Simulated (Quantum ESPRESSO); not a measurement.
The system is Hf.

```
Hf
1.0
    -1.80500    1.80500    1.80500
     1.80500   -1.80500    1.80500
     1.80500    1.80500   -1.80500
Hf
1
Cartesian
  0.0000 0.0000 0.0000
```

This isn't the form of Hf at room conditions, which is hcp.

| Item | Value |
| --- | --- |
| Program | Quantum ESPRESSO 7.5 |
| Task | single point |
| Functional | PBEsol |
| Potentials or basis | GBRV 1.5 PBEsol |
| Cutoff | 612 eV |
| Density cutoff | 4898 eV |
| k mesh | 10 × 10 × 10 |
| Occupations | fermi-dirac, width 0.05 eV |
| Spin | no spin polarisation |

On this cell: pressure -8.9 GPa; band gap on the k mesh none (metal or under the smearing width).

The same run follows on a disturbed copy (cell strained at random at fixed volume):

```
Hf
1.0
    -1.73538    1.78809    1.84034
     1.76840   -1.76106    1.84632
     1.78180    1.80748   -1.81331
Hf
1
Cartesian
  -0.0019 -0.0364 -0.0241
```

Q: What does the disturbed cell give?

A: The energy (extrapolated to zero smearing) moves by +1.7 meV/atom; pressure -8.9 GPa; band gap on the k mesh none (metal or under the smearing width).

Stress tensor (GPa, compression positive):
```
-9.69 -1.13 -0.90
-1.13 -9.02 -0.74
-0.90 -0.74 -7.92
```
